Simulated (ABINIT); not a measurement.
Cu in ABINIT: convergence with k mesh

Crystal: Cu.

```xyz
1
Lattice="0.0000 1.8075 1.8075 1.8075 0.0000 1.8075 1.8075 1.8075 0.0000" Properties=species:S:1:pos:R:3 pbc="T T T"
Cu    0.0000    0.0000    0.0000
```

| Quantity | Value |
| --- | --- |
| Program | ABINIT 10.8.3 (patched build) |
| Task | single point |
| Functional | LDA |
| Potentials or basis | PseudoDojo NC SR PBE v0.5 standard |
| Cutoff | 1252 eV |
| k mesh | 3 × 3 × 3 |
| Occupations | fermi-dirac, width 0.05 eV |
| Spin | no spin polarisation |

These are the settings of the first run; the series varies k mesh, with any setting tied to it.

Hardware: 1 thread of Arm Neoverse V2, on a shared host.

Problem. The values tried are 3 × 3 × 3, 4 × 4 × 4, 6 × 6 × 6, 8 × 8 × 8, 10 × 10 × 10, 12 × 12 × 12, 14 × 14 × 14, 16 × 16 × 16, 20 × 20 × 20, loosest first. From which on does the pressure stay within 0.1 GPa of the tightest run that finished?

Solution. From 14 × 14 × 14 on.

```
      k mesh  energy less the tightest run, at zero smearing (meV/atom)  pressure (GPa)  SCF cycles  CPU time (s)  peak memory (GiB)
   3 × 3 × 3                                                    -348.62          -19.37           9             2               0.05
   4 × 4 × 4                                                     166.09          -13.38          10           3.3               0.07
   6 × 6 × 6                                                      63.59          -14.03          10             6               0.07
   8 × 8 × 8                                                      33.49          -14.40           9           9.8               0.07
10 × 10 × 10                                                      15.50          -15.18          10            17               0.07
12 × 12 × 12                                                       4.26          -15.34          10            26               0.07
14 × 14 × 14                                                       0.95          -15.17          10            38               0.08
16 × 16 × 16                                                       0.52          -15.15          10            52               0.07
20 × 20 × 20                                                       0.00          -15.23          10            89                0.1
```

Against the tightest run, the energy stays within 1 meV/atom from 14 × 14 × 14 on. Meshes of other sizes hit other points, so gaps and Fermi surfaces needn't settle smoothly. The tightest run that finished is the yardstick and may itself not be fully converged.

Caveat, for the tightest run too: so large a pressure means that the cell lies far from this level's equilibrium, or that cutoff or potentials fall short; the potentials were made for another functional, which shifts forces and pressure.
